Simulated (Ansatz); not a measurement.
**KCl: relaxed-ion elastic tensor**

Theory: Ansatz 0.2.0, DFT PBE, scalar-relativistic, plane waves, PAW. Cutoff 420 eV, 6×6×6 k-points (Γ-centred), fixed occupations. No spin polarisation.

The cell, relaxed at this level:
```yaml
crystal:
  lattice:
    - [0.00000, 3.53491, 3.53491]
    - [3.53491, 0.00000, 3.53491]
    - [3.53491, 3.53491, 0.00000]
  atoms:
    - { symbol: K, position: [0.25000, 0.25000, 0.25000] }
    - { symbol: Cl, position: [0.50000, 0.50000, 0.50000] }
```

The structure comes from a generated guess, relaxed at this level; another structure or a mixture of phases may lie lower.

(1) Give the relaxed-ion elastic constants (GPa, Voigt order xx yy zz yz xz xy, on the Cartesian axes of the cell above).

(2) Is the crystal stable against homogeneous strain?

(3) And the moduli of a polycrystal (Hill averages)?

Results:

(1)
C11 = 11.9, C12 = 10.7, C13 = 10.7, C22 = 11.9, C23 = 10.7, C33 = 11.9, C44 = 3.2, C55 = 3.2, C66 = 3.2 GPa; the others vanish.

(2) Yes: the least eigenvalue of the tensor is 1.1 GPa.

(3) B = 11 GPa, G = 2 GPa, E = 5 GPa, ν = 0.43.
